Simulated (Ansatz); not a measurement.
# AlN (CsCl type): from bands to localised orbitals

Where do the localised orbitals of AlN (CsCl type) sit, how far are they spread, and how do the settings change that? The runs, in order: PBE, anion s p, 6×6×6; PBE, anion s p, 4×4×4; PBE, anion s p, 8×8×8; PBE, anion p, 6×6×6; r2SCAN, anion s p, 6×6×6; r2SCAN, anion p, 6×6×6 (level, trial orbitals, Wannier mesh).

Method: plane waves, PAW, in Ansatz 0.2.0.

3 further runs of the same task are left out: 3 that didn't finish. Runs told in other sessions of the task aren't counted.

## Step 1: The starting structure

Symmetry: Pm-3m, No. 221, cubic system. The conventional cell has a = 2.585 Å, b = 2.585 Å, c = 2.585 Å, α = 90.00°, β = 90.00°, γ = 90.00°. Around Al (site symmetry m-3m) lie 8 N at 2.24 Å. N (site symmetry m-3m) is surrounded by 8 Al at 2.24 Å.

Coordinates:

```cif
data_structure
_symmetry_space_group_name_H-M 'Pm-3m'
_symmetry_Int_Tables_number 221
_cell_length_a 2.5855
_cell_length_b 2.5855
_cell_length_c 2.5855
_cell_angle_alpha 90.000
_cell_angle_beta 90.000
_cell_angle_gamma 90.000
_cell_volume 17.28
loop_
_atom_site_label
_atom_site_type_symbol
_atom_site_symmetry_multiplicity
_atom_site_Wyckoff_symbol
_atom_site_fract_x
_atom_site_fract_y
_atom_site_fract_z
_atom_site_occupancy
Al1 Al 1 a 0.00000 0.00000 0.00000 1
N1 N 1 b 0.50000 0.50000 0.50000 1
```

Cell and atoms come from an earlier r2SCAN relaxation.

## Step 2: PBE, anion s p, 6×6×6

Input file input.yaml:

```yaml
crystal:
  lattice:
    - [2.5854596279, 0.0, 0.0]
    - [0.0, 2.5854596279, 0.0]
    - [0.0, 0.0, 2.5854596279]
  atoms:
    - { symbol: Al, position: [0.0, 0.0, 0.0] }
    - { symbol: "N", position: [0.5, 0.5, 0.5] }
kpoints:
  mp_grid: { grid: [8, 8, 8] }
  band_path:
    path:
      - [[0.0, 0.0, 0.0], [-3.232588026625e-104, 0.5, 1.343869737463e-69], [0.5, 0.5, -2.405432562778e-35], [0.0, 0.0, 0.0], [0.5, 0.5, 0.5], [-3.232588026625e-104, 0.5, 1.343869737463e-69]]
      - [[0.5, 0.5, 0.5], [0.5, 0.5, -2.405432562778e-35]]
    npoints: 10
hamiltonian:
  xc: pbe
scf:
  occupations: { method: fermi_dirac, width: 0.02 }
  n_extra_bands: 6
output:
  forces: false
  stress: false
  eigenvalues: true
  wannier:
    kmesh: [6, 6, 6]
    projections: [{ species: "N", l: s, shell: 2 }, { species: "N", l: p, shell: 2 }]
    minimise: true
    write_hr: true
    conv_tol: 1.0e-08
    max_iter: 3000
```

Launch:

```
$ ansatz run input.yaml --threads 4 --pin off --max-ram 3686MiB --backend cpu --events-out ev --progress --plain --runs-dir out
```

Log:

```text
Warning: RAYON_NUM_THREADS=4 ignored (pool sized by the plan → 4); use --threads N
scf.n_extra_bands = 6 over 4 filled bands (N_el = 8.0): the run solves 10 bands
Engine: ansatz 0.2.0, aarch64-unknown-linux-gnu
Pseudopotentials: kind: paw
Pseudopotential: Al, paw, valence charge 3, recommended cutoff 420 eV (normal), Al.paw.azcp
Pseudopotential: N, paw, valence charge 5, recommended cutoff 420 eV (normal), N.paw.azcp
Functional definition: PBE
  parameter kappa = 0.804
  parameter beta = 0.06672455060314922
  exchange = pbe_x(kappa = kappa, mu = beta*pi^2/3)
  correlation = pbe_c(beta = beta)
Crystal: 2 atoms, lattice volume = 17.283 Å³
Basis set: ecut = 420 eV, 341 PW (Γ)
Bands: 10, of which v1, the nominal top of the filled ones, is band 4 counted from 1 (3 counted from 0)
Symmetry: 48 space group operations
Space group: Pm-3m (ITA 221), of the structure as read, at distance tolerance 2.6e-5 Å
k-points: 35 of 512
Non-local potential: Al, projectors of the file, l = 0: 2, l = 1: 2, l = 2: 1
Non-local potential: N, projectors of the file, l = 0: 2, l = 1: 2, l = 2: 1
PAW form: soft (Blöchl's): semilocal exchange-correlation on the pseudo side does not see the compensation charge
PAW one-centre angular grid: Al, 110 points (default); XC on 64 Gauss nodes
PAW one-centre angular grid: N, 110 points (default); XC on 64 Gauss nodes
Initial density: superposition of atomic densities (neutral atoms: chi_scale 0, normalization atom), corrected by the library's trained network
Initial wavefunctions: pseudopotential atomic-orbital guess
Functional: x = pbe(κ = 0.804, μ = 0.2195149727645171), c = pbe(β = 0.06672455060314922)
SCF iter   1: F=—  HF=-920.790966 eV  |F-HF|=—  |Δ(HF+E_count)|=         —  Δρ=1.81e-3  dr2=2.87e-4  ethr=1.77e-3  ⟨swp⟩=5.2  Hψ=2326  notcnv=0
preconditioner: auto → none  [insulator: Δε(μ)=0.107 eV  Ē_g=17.578 eV  σ=0.020 eV  W_gap=0.87  n_scr=0 (ndim 8)  ℏωp=25.3 eV  f_vac=0.000  D(μ)=0.39/eV (n_scr^D=0)  ε∞_Penn≈3.1]
SCF iter   2: F=—  HF=-920.791096 eV  |F-HF|=—  |Δ(HF+E_count)|=   1.30e-4  Δρ=7.78e-4  dr2=3.38e-5  ethr=3.59e-6  ⟨swp⟩=2.7  Hψ=785  notcnv=0  defer=21
SCF iter   3: F=—  HF=-920.791178 eV  |F-HF|=—  |Δ(HF+E_count)|=   8.13e-5  Δρ=1.29e-4  dr2=1.36e-6  ethr=4.23e-7  ⟨swp⟩=2.1  Hψ=445  notcnv=0  defer=21
iter 4 did not close the SCF: its close was put off for the readings that it lacked (scf_convergence_deferred on its scf_iter line)
SCF iter   4: F=-920.791179 eV  HF=-920.791179 eV  |F-HF|=1.26e-8  |Δ(HF+E_count)|=   1.55e-6  Δρ=1.09e-5  dr2=1.84e-8  ethr=1.70e-8  ⟨swp⟩=2.2  Hψ=437  notcnv=0  defer=21
iter 5 did not close the SCF: its close was put off for the readings that it lacked (scf_convergence_deferred on its scf_iter line)
SCF iter   5: F=-920.791179 eV  HF=-920.791179 eV  |F-HF|=1.10e-11  |Δ(HF+E_count)|=   2.29e-9  Δρ=4.75e-7  dr2=1.45e-11  ethr=2.30e-10  ⟨swp⟩=1.7  Hψ=361  notcnv=0  defer=21
SCF iter   6: F=-920.791179 eV  HF=-920.791179 eV  |F-HF|=1.14e-13  |Δ(HF+E_count)|=  1.88e-11  Δρ=2.97e-8  dr2=4.68e-14  ethr=1.00e-12  ⟨swp⟩=3.8  Hψ=1323  notcnv=0
SCF 1 converged in 6 iterations: F = -920.791179 eV  dr2 = 4.68e-14
NSCF: frozen V_eff on 62 k-points
NSCF: frozen V_eff on 23 k-points
the Wannier pass solved 23 of the 216 points of its mesh, and has the states at the others by symmetry: states obtained by the crystal's operations at points that were solved too leave a residual of 1.92e-13 eV (read by the count's bands and the next), within 4.76e-6 eV
NSCF: frozen V_eff on 23 k-points
the Wannier pass solved 23 of the 216 points of its mesh, and has the states at the others by symmetry: states obtained by the crystal's operations at points that were solved too leave a residual of 1.62e-13 eV (read by the count's bands and the next), within 4.76e-6 eV
SCF converged after 6 iterations
Free energy (F): -920.791179 eV
Harris-Foulkes:  -920.791179 eV  (|F-HF|=1.14e-13)
Internal energy: -920.790427 eV  (E = F + TS)
E sigma→0 (E₀):  -920.790803 eV
Entropy (-TS):   -0.000752 eV (-0.376 meV/atom)
Fermi energy:    12.371670 eV
--- Per-component energies (eV) ---
  E_band       = 41.550337
  E_kinetic    = 158.650368
  E_local      = -163.963541  (includes V_loc(G=0)·N_el)
  E_nonlocal   = 54.928028
  E_hartree    = 61.172813
  E_xc         = -101.997091
  E_vxc        = -108.356458  (∫ρ·V_xc dr)
  E_paw        = -593.947454  (= ΣΔE_a)
  E_vpaw       = -22.053778  (= ΣTr[D̂ρ^β])
  E_aug_tail   = 0.000091  (compensation charges beyond the density's cutoff)
  E_ewald      = -335.633641
  E_smearing   = -0.000752  (= −TS)
  E_closure    = -0.000000  (closes the sum)
  Σ components = -920.791179   (vs F -920.791179, Δ=0.00e0)
--- Band table (eV; the first three rows and the last of 35) ---
  k-point 0: bands = ["-6.1795", "10.7788", "10.7788", "10.7788", "13.4475", "18.5956", "18.5956", "28.4017", "28.4017", "28.4017"]
  k-point 1: bands = ["-5.9141", "8.7498", "10.9142", "10.9142", "14.4159", "18.9164", "19.6911", "27.8471", "27.8471", "28.4957"]
  k-point 2: bands = ["-5.1582", "5.7194", "11.2650", "11.2650", "15.4881", "19.8550", "20.9154", "26.4407", "26.4407", "29.8770"]
  k-point 34: bands = ["0.4829", "7.2880", "7.2880", "7.2880", "13.8485", "13.8485", "13.8485", "20.2141", "31.0702", "31.0702"]
Wannier search: line search 1 of at most 3000: gauge-dependent spread (as the search counts it) 1.3771277 Å², largest recent change 9.0e-2 Å² and fall left 1.5e-4 Å² against conv_tol 1.0e-8 Å², 0 stops escaped
```

Run time: 0.78 s. Hardware: 4 threads of Arm Neoverse V1, shared host; peak memory 0.25 GiB.

wannier.win names the bands that the functions span: 1, combinations of 2-5 (counted from 1; 4 are filled by count, though the bands overlap). Combinations are drawn from entangled bands, so such a model needn't follow any one band.

The head of wannier.spreads.toml:

```toml
omega_i_ang2 = 3.3903173471339443
omega_d_ang2 = 0.0010772794669592642
omega_od_ang2 = 0.7825629889006745
omega_total_ang2 = 4.173957615501578
least_projectability = 0.8577253977609338
b_vectors_match_mmn = true
n_iter = 43
converged = true
rejected_fitted_steps = 0
```

The functions (centres in Å, on-site energies from the highest level of the last filled band):

```
n      x      y      z  spread (Å²)  on-site (eV)  nearest atoms  distance (Å)
1  1.044  1.044  1.044        1.020        -7.723             N2          0.43
2  1.219  1.219  1.694        1.051        -7.309             N2          0.41
3  1.694  1.219  1.219        1.051        -7.310             N2          0.41
4  1.219  1.694  1.219        1.051        -7.309             N2          0.41
```

The largest hoppings ⟨m, 0|H|n, R⟩, one of each Hermitian pair (signs follow the phases of the functions):

```
m  n      R  distance (Å)  t (eV)
1  3  0 0 0          0.70  -2.644
1  4  0 0 0          0.70  -2.644
1  2  0 0 0          0.70  -2.643
3  4  0 0 0          0.67  -2.449
2  3  0 0 0          0.67  -2.449
2  4  0 0 0          0.67  -2.449
3  1  1 0 0          1.95  -1.531
4  1  0 1 0          1.95  -1.531
```

Interpolated bands at the corners of the path, eV from the highest level of the last filled band:

```
point      e1      e2     e3     e4
    Γ  -18.80   -1.84  -1.84  -1.84
    X  -16.10  -10.62  -0.79  -0.79
    M  -13.99   -7.68  -7.68   0.28
    Γ  -18.80   -1.84  -1.84  -1.84
    R  -12.14   -5.33  -5.33  -5.33
    X  -16.10  -10.62  -0.79  -0.79
    R  -12.14   -5.33  -5.33  -5.33
    M  -13.99   -7.68  -7.68   0.28
```

Along the path each interpolated band stays within 0.02, 0.23, 0.07, 0.04 eV of the nearest computed level, from the lowest band up.

## Step 3: PBE, anion s p, 4×4×4

input.yaml, as its differences from that of step 2:

```diff
@@ -25,3 +25,3 @@
   wannier:
-    kmesh: [6, 6, 6]
+    kmesh: [4, 4, 4]
     projections: [{ species: "N", l: s, shell: 2 }, { species: "N", l: p, shell: 2 }]
@@ -31 +31,5 @@
     max_iter: 3000
+  write_density: true
+  write_potential: true
+  elf: true
+  volumetric_format: npy
```

Launch:

```
$ ansatz run input.yaml --threads 4 --pin off --max-ram 3686MiB --backend cpu --events-out ev --progress --plain --runs-dir out
```

Log, cut to the lines that bear on the results:

```text
Warning: RAYON_NUM_THREADS=4 ignored (pool sized by the plan → 4); use --threads N
scf.n_extra_bands = 6 over 4 filled bands (N_el = 8.0): the run solves 10 bands
[...]
[... 4 set-up lines as earlier in the session ...]
[...]
Crystal: 2 atoms, lattice volume = 17.283 Å³
Basis set: ecut = 420 eV, 341 PW (Γ)
Bands: 10, of which v1, the nominal top of the filled ones, is band 4 counted from 1 (3 counted from 0)
[... 2 set-up lines as earlier in the session ...]
k-points: 35 of 512
[...]
SCF iter   1: F=—  HF=-920.790966 eV  |F-HF|=—  |Δ(HF+E_count)|=         —  Δρ=1.81e-3  dr2=2.87e-4  ethr=1.77e-3  ⟨swp⟩=5.2  Hψ=2326  notcnv=0
[...]
NSCF: frozen V_eff on 13 k-points
the Wannier pass solved 13 of the 64 points of its mesh, and has the states at the others by symmetry: states obtained by the crystal's operations at points that were solved too leave a residual of 3.22e-13 eV (read by the count's bands and the next), within 4.17e-6 eV
SCF converged after 6 iterations
Free energy (F): -920.791179 eV
[...]
E sigma→0 (E₀):  -920.790803 eV
Entropy (-TS):   -0.000752 eV (-0.376 meV/atom)
Fermi energy:    12.371670 eV
[...]
--- Band table (eV; the first three rows and the last of 35) ---
  k-point 0: bands = ["-6.1795", "10.7788", "10.7788", "10.7788", "13.4475", "18.5956", "18.5956", "28.4017", "28.4017", "28.4017"]
[...]
Wannier search: line search 1 of at most 3000: gauge-dependent spread (as the search counts it) 1.2866856 Å², largest recent change 5.1e-2 Å² and fall left 5.0e-6 Å² against conv_tol 1.0e-8 Å², 0 stops escaped
```

It took 0.61 s on 4 threads of Arm Neoverse V1, shared host; peak memory 0.24 GiB.

wannier.win names the bands that the functions span: 1, combinations of 2-5 (counted from 1; 4 are filled by count, though the bands overlap). Combinations are drawn from entangled bands, so such a model needn't follow any one band.

The head of wannier.spreads.toml:

```toml
omega_i_ang2 = 2.9948323786112816
omega_d_ang2 = 0.0011485910775422383
omega_od_ang2 = 0.7443591130624241
omega_total_ang2 = 3.740340082751248
least_projectability = 0.8781829102631061
b_vectors_match_mmn = true
n_iter = 35
converged = true
rejected_fitted_steps = 0
```

The functions (centres in Å, on-site energies from the highest level of the last filled band):

```
n      x      y      z  spread (Å²)  on-site (eV)  nearest atoms  distance (Å)
1  1.040  1.040  1.040        0.911        -7.806             N2          0.44
2  1.221  1.221  1.700        0.943        -7.253             N2          0.42
3  1.700  1.221  1.221        0.943        -7.253             N2          0.42
4  1.221  1.700  1.221        0.943        -7.253             N2          0.42
```

Along the path each interpolated band stays within 0.07, 0.42, 0.20, 0.17 eV of the nearest computed level, from the lowest band up.

## Step 4: PBE, anion s p, 8×8×8

input.yaml, as its differences from that of step 3:

```diff
@@ -25,3 +25,3 @@
   wannier:
-    kmesh: [4, 4, 4]
+    kmesh: [8, 8, 8]
     projections: [{ species: "N", l: s, shell: 2 }, { species: "N", l: p, shell: 2 }]
@@ -31,5 +31 @@
     max_iter: 3000
-  write_density: true
-  write_potential: true
-  elf: true
-  volumetric_format: npy
```

Launch:

```
$ ansatz run input.yaml --threads 4 --pin off --max-ram 3686MiB --backend cpu --events-out ev --progress --plain --runs-dir out
```

Log, cut to the lines that bear on the results:

```text
Warning: RAYON_NUM_THREADS=4 ignored (pool sized by the plan → 4); use --threads N
scf.n_extra_bands = 6 over 4 filled bands (N_el = 8.0): the run solves 10 bands
[...]
[... 4 set-up lines as earlier in the session ...]
[...]
Crystal: 2 atoms, lattice volume = 17.283 Å³
Basis set: ecut = 420 eV, 341 PW (Γ)
Bands: 10, of which v1, the nominal top of the filled ones, is band 4 counted from 1 (3 counted from 0)
[... 2 set-up lines as earlier in the session ...]
k-points: 35 of 512
[...]
SCF iter   1: F=—  HF=-920.790966 eV  |F-HF|=—  |Δ(HF+E_count)|=         —  Δρ=1.81e-3  dr2=2.87e-4  ethr=1.77e-3  ⟨swp⟩=5.2  Hψ=2326  notcnv=0
[...]
NSCF: frozen V_eff on 38 k-points
the Wannier pass solved 38 of the 512 points of its mesh, and has the states at the others by symmetry: states obtained by the crystal's operations at points that were solved too leave a residual of 1.72e-13 eV (read by the count's bands and the next), within 5.56e-6 eV
SCF converged after 6 iterations
Free energy (F): -920.791179 eV
[...]
E sigma→0 (E₀):  -920.790803 eV
Entropy (-TS):   -0.000752 eV (-0.376 meV/atom)
Fermi energy:    12.371670 eV
[...]
--- Band table (eV; the first three rows and the last of 35) ---
  k-point 0: bands = ["-6.1795", "10.7788", "10.7788", "10.7788", "13.4475", "18.5956", "18.5956", "28.4017", "28.4017", "28.4017"]
[...]
Wannier search: line search 1 of at most 3000: gauge-dependent spread (as the search counts it) 1.4142643 Å², largest recent change 1.1e-1 Å² and fall left 9.7e-5 Å² against conv_tol 1.0e-8 Å², 0 stops escaped
```

It took 1.1 s on 4 threads of Arm Neoverse V1, shared host; peak memory 0.27 GiB.

wannier.win names the bands that the functions span: 1, combinations of 2-5 (counted from 1; 4 are filled by count, though the bands overlap). Combinations are drawn from entangled bands, so such a model needn't follow any one band.

The head of wannier.spreads.toml:

```toml
omega_i_ang2 = 3.5692789861911933
omega_d_ang2 = 0.0010430271592352096
omega_od_ang2 = 0.790102650092511
omega_total_ang2 = 4.36042466344294
least_projectability = 0.8491340843597295
b_vectors_match_mmn = true
n_iter = 49
converged = true
rejected_fitted_steps = 1
```

The functions (centres in Å, on-site energies from the highest level of the last filled band):

```
n      x      y      z  spread (Å²)  on-site (eV)  nearest atoms  distance (Å)
1  1.538  1.538  1.047        1.071        -7.641             N2          0.43
2  1.368  1.368  1.692        1.097        -7.340             N2          0.41
3  0.893  1.368  1.217        1.097        -7.340             N2          0.41
4  1.368  0.893  1.217        1.097        -7.340             N2          0.41
```

Along the path each interpolated band stays within 0.01, 0.12, 0.02, 0.02 eV of the nearest computed level, from the lowest band up.

(Part 1 of 2 ends here.)
